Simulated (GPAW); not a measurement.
# CdS (Greenockite) (P6_3mc) in GPAW: single point with LDA

Aim: the single point of CdS (Greenockite) with LDA.

Program: GPAW 26.7.0. These are calculated values, not measurements. Logs are shortened: lines on timing, memory, paths and dates and some standing lists are left out, and cuts for length are marked. The log counts tension as positive stress, the text compression.

**Experimental background.**

From “Isotope dependence of band-gap energy”, 2008, arxiv:0807.2152, for a bulk crystal of CdS: band gap 2.5809 ± 0.0002 eV.

The runs below are set against these values where they give the same quantity.

## Step 1: Starting point

It takes space group P6_3mc (No. 186, hexagonal). Conventional cell: a = 4.150 Å, b = 4.150 Å, c = 6.737 Å, α = 90.00°, β = 90.00°, γ = 120.00°. Cd (site symmetry 3m) is surrounded by 4 S at 2.53 to 2.54 Å. S (site symmetry 3m) has 4 Cd at 2.53 to 2.54 Å as nearest neighbours.

## Step 2: Single point, LDA

File run.py:

```python
from ase.dft.bandgap import bandgap
from ase.io import read, write
from ase.units import GPa
from gpaw import GPAW, PW

atoms = read('CdS.xyz')

calc = GPAW(mode=PW(500),
            xc='LDA',
            kpts={'size': (6, 6, 3), 'gamma': True},
            occupations={'name': 'fermi-dirac', 'width': 0.05},
            nbands=31,
            maxiter=120,
            txt='gpaw.txt')
atoms.calc = calc
energy = atoms.get_potential_energy()
forces = atoms.get_forces()
stress = atoms.get_stress()
calc.write('gs.gpw')
write('result.traj', atoms)
print(f'Energy: {energy:.6f} eV')
print('Forces (eV/A):')
print(forces.round(4))
print('Stress (GPa):', (stress / GPa).round(3))
print('Fermi level:', round(calc.get_fermi_level(), 4), 'eV')
print(f'Gap: {bandgap(calc)[0]:.4f} eV, direct: {bandgap(calc, direct=True)[0]:.4f} eV')
```

File CdS.xyz:

```xyz
4
Lattice="4.1500000000 0.0000000000 0.0000000000 -2.0750000000 3.5940054257 0.0000000000 0.0000000000 0.0000000000 6.7370000000" Properties=species:S:1:pos:R:3 pbc="T T T"
Cd     2.0750000002      1.1980018084      3.3685000000
Cd    -0.0000000002      2.3960036173      0.0000000000
S      2.0750000002      1.1980018084      5.8948750000
S     -0.0000000002      2.3960036173      2.5263750000
```

Potentials or basis: the program's PAW data sets (release 1.2.1) made for this functional, pw.

Command:

```console
OMP_NUM_THREADS=1 python run.py
```

gpaw.txt:

```text
__  _  _
 | _ |_)|_||  |
 |__||  | ||/\| - 26.7.0

Input parameters:
  mode=PW(ecut=500.0),
  kpts=MonkhorstPack(size=(6, 6, 3), gamma=True),
  maxiter=120,
  nbands=31,
  occupations=Occupations(name='fermi-dirac', width=0.05),
  xc=XC(name='LDA')

Diagonalizing LCAO Hamiltonian
Converting LCAO to pw mode

            S

            Cd
        S

        Cd

Atoms  # Å, Bohr magnetons
|   | symbol |         x |        y |        z |    initial magnetic moments |
|---|--------|-----------|----------|----------|-----------------------------|
| 0 |     Cd |  2.075000 | 1.198002 | 3.368500 | ( 0.0000,  0.0000,  0.0000) |
| 1 |     Cd | -0.000000 | 2.396004 | 0.000000 | ( 0.0000,  0.0000,  0.0000) |
| 2 |      S |  2.075000 | 1.198002 | 5.894875 | ( 0.0000,  0.0000,  0.0000) |
| 3 |      S | -0.000000 | 2.396004 | 2.526375 | ( 0.0000,  0.0000,  0.0000) |

Unit cell  # Å
| periodic |         x |        y |        z |  lengths |     angles |
|----------|-----------|----------|----------|----------|------------|
|      yes |  4.150000 | 0.000000 | 0.000000 | 4.150000 |  90.000000 |
|      yes | -2.075000 | 3.594005 | 0.000000 | 4.150000 |  90.000000 |
|      yes |  0.000000 | 0.000000 | 6.737000 | 6.737000 | 120.000000 |

Number of symmetries: 6
Symmetry operations  # r_c * U_cc + t_c -> r_c
|   | kind |            matrix            |
|---|------|------------------------------|
| 0 |  σ   |  1, 1, 0,  0,-1, 0,  0, 0, 1 |
| 1 |  E   |  1, 0, 0,  0, 1, 0,  0, 0, 1 |
| 2 |  C3  |  0, 1, 0, -1,-1, 0,  0, 0, 1 |
| 3 |  σ   |  0,-1, 0, -1, 0, 0,  0, 0, 1 |
| 4 |  σ   | -1, 0, 0,  1, 1, 0,  0, 0, 1 |
| 5 |  C3  | -1,-1, 0,  1, 0, 0,  0, 0, 1 |

BZ-sampling:
  Number of BZ points: 108
  Number of IBZ points: 17

  Monkhorst-Pack size: [6, 6, 3]
  Monkhorst-Pack shift: [0.08333333333333333, 0.08333333333333333, 0.0]

K-points  # in reciprocal-cell coordinates
|     |                                coordinates |     weight |
|-----|--------------------------------------------|------------|
|   0 | (  0.00000000,   0.00000000,   0.00000000) | 0.00925926 |
|   1 | (  0.00000000,   0.00000000,   0.33333333) | 0.01851852 |
|   2 | (  0.16666667,   0.00000000,  -0.33333333) | 0.05555556 |
|   3 | (  0.16666667,   0.00000000,   0.00000000) | 0.05555556 |
|   4 | (  0.16666667,   0.00000000,   0.33333333) | 0.05555556 |
|   5 | (  0.33333333,  -0.16666667,   0.00000000) | 0.05555556 |
|   6 | (  0.33333333,  -0.16666667,   0.33333333) | 0.11111111 |
|   7 | (  0.33333333,   0.00000000,  -0.33333333) | 0.05555556 |
|   8 | (  0.33333333,   0.00000000,   0.00000000) | 0.05555556 |
|   9 | (  0.33333333,   0.00000000,   0.33333333) | 0.05555556 |
| ... |                                            |            |
|  16 | (  0.50000000,   0.50000000,   0.33333333) | 0.05555556 |

Plane wave coefficients: 2563
Cutoff: 500.0 eV

Spin-components: 1 (collinear spins)
Bands:           31
Projectors:      22
Spin-degeneracy: 2
Datatype:        complex128

Parallelization:
  kpt:    1
  domain: 1
  band:   1

Density:
  Valence electrons: 36.0
  Components: 1
  Grid points: [24 24 35]
  Charge: 0.0  # |e|

Potential:
  Grid points: [24 24 35]

species:
  Cd:
    name:    Cadmium
    Z:       48.0
    valence: 12
    core:    36
    charge:  0.0  # [|e|]
    compensation charges:
      type: gauss
      rc: 0.38  # [Å]
      lmax: 2
    cutoffs:
      filter: 2.12  # [Å]
      core: 2.62  # [Å]
    projectors
    | kind |    occ | energy [eV] | rcut [Å] |
    |------|--------|-------------|----------|
    |   5s |  2.000 |      -5.950 |    1.191 |
    |   5p |  0.000 |      -1.328 |    1.228 |
    |   4d | 10.000 |     -11.904 |    1.164 |
    |    s |        |      21.261 |    1.191 |
    |    p |        |      25.883 |    1.228 |
    |    d |        |      15.307 |    1.164 |

    Using partial waves for Cd as LCAO basis

  S:
    name:    Sulfur
    Z:       16.0
    valence: 6
    core:    10
    charge:  0.0  # [|e|]
    compensation charges:
      type: gauss
      rc: 0.24  # [Å]
      lmax: 2
    cutoffs:
      filter: 1.77  # [Å]
      core: 1.66  # [Å]
    projectors
    | kind |    occ | energy [eV] | rcut [Å] |
    |------|--------|-------------|----------|
    |   3s |  2.000 |     -17.278 |    0.974 |
    |   3p |  4.000 |      -7.106 |    0.979 |
    |    s |        |       9.933 |    0.974 |
    |    p |        |      20.105 |    0.979 |
    |    d |        |       0.000 |    0.900 |

    Using partial waves for S as LCAO basis

Reference energy: -325721.101191  # eV

eigensolver:
  PPCG
  Converge bands: occupied
  niter=2

density mixing:
  MSR1-Mixer
  Pratt-step length: 0.05
  Maximum mixing coefficient: 0.75
  Old densities: 10
  SVD Regularization: 0.005
  Good broyden scale: 1.0
  Trust region scale: 1.0
  Backstep threshold: 4.0
  History deletion threshold: 6.0
  Fourier metric: weight=20.0, sigma=0.015

occupation numbers:
  Fermi-Dirac:
    width: 0.0500  # eV

poisson solver:
  ecut: 4000.0  # eV

xc functional:
  name: None

convergence criteria:
- Maximum [total energy] change in last 3 cyles: 0.0005 eV / valence electron
- Maximum integral of absolute [dens]ity change: 0.0001 electrons / valence electron
- Maximum integral of absolute [eigenst]ate change: 4e-08 eV^2 / valence electron
maximum number of iterations: 120

SCF iterations
|iter     | |      energy | eigst |  dens |
|---------|-|-------------|-------|-------|
|iter:   1| |  -16.135972 | -0.41 |       |
|iter:   2| |  -15.930039 | -2.10 | -1.15 |
|iter:   3| |  -15.194516 | -1.43 | -1.19 |
|iter:   4| |  -15.178908 | -3.35 | -1.73 |
|iter:   5| |  -15.175771 | -3.67 | -2.19 |
|iter:   6| |  -15.175754c| -5.19 | -2.91 |
|iter:   7| |  -15.175758c| -6.43 | -3.55 |
|iter:   8| |  -15.175758c| -7.19 | -4.27c|
|iter:   9| |  -15.175758c| -7.96c| -4.90c|

Converged in 9 steps
Energy contributions relative to reference atoms: (reference = -325721.101191)

Energy contributions:
  Kinetic:          26.972466
  Coulomb:         -24.691407
  Zero:              0.191816
  External:          0.000000
  Xc:              -17.648631
  Entropy:          -0.000004
  Spinorbit:         0.000000
  ----------------------------
  Free energy:     -15.175760
  Extrapolated:    -15.175758

dipole moment: (-0.000007, -0.000018, -19.088118)  # |e|*Ang

Fermi level: 3.662
Eigenvalues  # (at kpt = [0.000, 0.000, 0.000])
| band index |      eig [eV] | occ [0-2] |
|------------|---------------|-----------|
|          0 |        -9.124 |     2.000 |
|        ... |               |           |
|         10 |        -3.960 |     2.000 |
|         11 |        -3.625 |     2.000 |
|         12 |        -1.275 |     2.000 |
|         13 |         2.408 |     2.000 |
|         14 |         2.408 |     2.000 |
|         15 |         3.143 |     2.000 |
[... 8 lines left out ...]
|         24 |        10.551 |     0.000 |
|         25 |        10.591 |     0.000 |
|        ... |               |           |
|         30 |        14.747 |     0.000 |

Gap: 0.894 eV
Transition (v -> c):
  (s=0, k=0, n=17, [0.00, 0.00, 0.00]) -> (s=0, k=0, n=18, [0.00, 0.00, 0.00])
No difference between direct/indirect transitions

Forces  # eV/Ang
|        x |       y |        z |
|----------|---------|----------|
| -0.00000 | 0.00000 | -0.05962 |  # Cd   0
|  0.00000 | 0.00000 | -0.06005 |  # Cd   1
|  0.00000 | 0.00000 |  0.05950 |  # S    2
|  0.00000 | 0.00000 |  0.05993 |  # S    3

Stress tensor  # eV/Ang^3
|         x |         y |         z |
|-----------|-----------|-----------|
|  0.023853 |  0.000000 |  0.000000 |
| -0.000000 |  0.023853 | -0.000000 |
|  0.000000 | -0.000000 |  0.020269 |

# Writing to gs.gpw (mode='')
```

Wall time 27 s (1 thread of Arm Neoverse V1, shared host); peak memory 0.18 GiB.

What came out:

```
Free energy            : -15.1758 eV
Pressure               : -3.6 GPa
Largest force          : 0.060 eV/Å
Band gap on the k mesh : 0.89 eV, direct
```

Forces in eV/Å, atoms in the order of the input:
```
Cd   0.000  0.000 -0.060
Cd   0.000  0.000 -0.060
S    0.000  0.000  0.059
S    0.000  0.000  0.060
```

Levels at points of the mesh, in eV from the valence-band top:
| k point | band 16 | band 17 | band 18 | band 19 | band 20 | band 21 |
| --- | --- | --- | --- | --- | --- | --- |
| (0.00, 0.00, 0.00) | -0.05 | 0.00 | 0.00 | 0.89 | 2.52 | 6.23 |
| (0.50, 0.50, 0.00) | -1.91 | -1.34 | -0.75 | 3.47 | 3.64 | 4.89 |

Caveat: the cutoff is short for stress and forces, so pressures can be off by a GPa or more.

## Step 3: Comparison with measurements

Step 2. Against the measured gap of CdS, 2.5809 eV (quoted in “Isotope dependence of band-gap energy”, 2008, arxiv:0807.2152), the calculated 0.89 eV is off by -1.69 eV. So large a miss can be the level of theory's own, or it may mean another phase, state or a wrong row. Spin-orbit coupling on Cd is left out. The value is that of LDA, without temperature or zero-point motion. Semilocal functionals fall short of measured gaps as a rule.
